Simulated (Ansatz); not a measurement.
# AlN: zone-centre modes under pressure

AlN, F-43m, a = 4.378 Å. This isn't the usual stable structure of the compound. Ansatz: PBEsol, PAW, 420 eV, Γ-centred 10×10×10 mesh on 2 atoms, fixed occupations; no spin polarisation. Cell and atoms are relaxed at each pressure with the symmetry kept; optical modes at Γ by linear response, in cm⁻¹, the highest, without the LO field. The real crystal is known to change phase within this range, so the rows at high pressure are metastable.

```tsv
P (GPa)	V (Å³/atom)	ω1
0	10.487	648.5
7	10.148	679.6
18	9.706	723.2
35	9.164	?
```

Question: Get the mode's Grüneisen parameter γ = −d ln ω/d ln V from the other rows and predict the missing frequency.

Answer: ln(V/V0) = 0.0000, -0.0329, -0.0774, -0.1349; a line through ln(ω/ω0) of the 3 known rows gives ω1: γ = 1.408 (intercept 0.0002), predicted 784.3, computed 781.7. The miss is 0.3 %, or 2 % of the shift under pressure, so a constant γ serves at that level.

Cost: 4 runs of about 0.55 core-minutes in all, on AMD EPYC 9R45 (Zen 5) (shared hosts).